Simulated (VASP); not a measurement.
Write the native input for VASP 6.6.1 that does the following.

```
Task                               : band structure
Functional                         : HSE06
Potentials or basis                : VASP PAW PBE potentials, release 64 (S, Mg)
Cutoff                             : 520 eV
k mesh                             : 6 × 6 × 4
Occupations                        : gaussian, width 0.02 eV
Spin                               : no spin polarisation
Ladder                             : gaps
Grid for exact exchange (PRECFOCK) : Fast
Screening parameter                : 0.2 1/A
Further INCAR settings             : ALGO = Normal; EDIFF = 1e-06
```

Crystal: MgS.

```
CELL_PARAMETERS angstrom
4.03462 0.00000 0.00000
-2.01731 3.49409 0.00000
0.00000 0.00000 6.43229
ATOMIC_POSITIONS crystal
S 0.66667 0.33333 0.87924
S 0.33333 0.66667 0.37924
Mg 0.33333 0.66667 0.99575
Mg 0.66667 0.33333 0.49575
```

The cell comes from a database or a generator and needn't be the stable form of this composition.

These files were run (other wordings do the same):

POSCAR

```
MgS
1.0
    4.0346224068      0.0000000000      0.0000000000
   -2.0173112034      3.4940854990      0.0000000000
    0.0000000000      0.0000000000      6.4322941800
S Mg
2 2
Direct
    0.6666666667      0.3333333333      0.8792441500
    0.3333333333      0.6666666667      0.3792441500
    0.3333333333      0.6666666667      0.9957548500
    0.6666666667      0.3333333333      0.4957548500
```

INCAR.step1

```
PREC     = Accurate       # precision mode
ENCUT    = 520            # plane-wave cutoff, eV
EDIFF    = 1E-5           # SCF threshold, eV
ISMEAR   = 0              # smearing method
SIGMA    = 0.02           # smearing width, eV
LREAL    = False          # projectors in reciprocal space
LASPH    = True           # aspherical terms in the spheres
NELM     = 100            # most SCF steps
ALGO     = Normal         # electronic algorithm
ISIF     = 2              # what is computed and relaxed
LWAVE    = True           # write WAVECAR
LCHARG   = False          # write CHGCAR
GGA      = PE             # functional
KPAR     = 4
```

INCAR.step2

```
PREC     = Accurate       # precision mode
ENCUT    = 520            # plane-wave cutoff, eV
EDIFF    = 1E-6           # SCF threshold, eV
ISMEAR   = 0              # smearing method
SIGMA    = 0.02           # smearing width, eV
LREAL    = False          # projectors in reciprocal space
LASPH    = True           # aspherical terms in the spheres
NELM     = 100            # most SCF steps
ALGO     = Normal         # electronic algorithm
ISIF     = 2              # what is computed and relaxed
LWAVE    = False          # write WAVECAR
LCHARG   = False          # write CHGCAR
GGA      = PE             # functional
LHFCALC  = True           # exact exchange
HFSCREEN = 0.2            # screening, 1/A
PRECFOCK = Fast         
ISTART   = 1            
KPAR     = 4
```

KPOINTS

```
Automatic mesh
0
Gamma
  6 6 4
```

KPOINTS_OPT

```
path GMKGALHA,LM,KH
12
line-mode
reciprocal
 0.0000000000  0.0000000000  0.0000000000  G
 0.5000000000  0.0000000000  0.0000000000  M

 0.5000000000  0.0000000000  0.0000000000  M
 0.3333333333  0.3333333333  0.0000000000  K

 0.3333333333  0.3333333333  0.0000000000  K
 0.0000000000  0.0000000000  0.0000000000  G

 0.0000000000  0.0000000000  0.0000000000  G
 0.0000000000  0.0000000000  0.5000000000  A

 0.0000000000  0.0000000000  0.5000000000  A
 0.5000000000  0.0000000000  0.5000000000  L

 0.5000000000  0.0000000000  0.5000000000  L
 0.3333333333  0.3333333333  0.5000000000  H

 0.3333333333  0.3333333333  0.5000000000  H
 0.0000000000  0.0000000000  0.5000000000  A

 0.5000000000  0.0000000000  0.5000000000  L
 0.5000000000  0.0000000000  0.0000000000  M

 0.3333333333  0.3333333333  0.0000000000  K
 0.3333333333  0.3333333333  0.5000000000  H
```

Potentials or basis: VASP PAW PBE potentials, release 64 (S, Mg).

Launch:

```bash
$ cat potpaw_PBE.64/S/POTCAR potpaw_PBE.64/Mg/POTCAR > POTCAR
$ cp INCAR.step1 INCAR
$ mpirun -np 4 vasp_std > vasp.out
$ cp INCAR.step2 INCAR
$ mpirun -np 4 vasp_std > vasp.out
```

Results of the run:

The pressure is -0.2 GPa. The largest force is 0.053 eV/Å, the band gap on the k mesh is 4.50 eV, direct and the band gap along the path is 4.50 eV, direct.

Caveat: the PAW data sets were made with another functional, which shifts forces and pressure a little.

It took 25 min on 4 MPI ranks on Intel(R) Xeon(R) Platinum 8488C (Sapphire Rapids) (shared host), peak memory 0.43 GiB a rank.
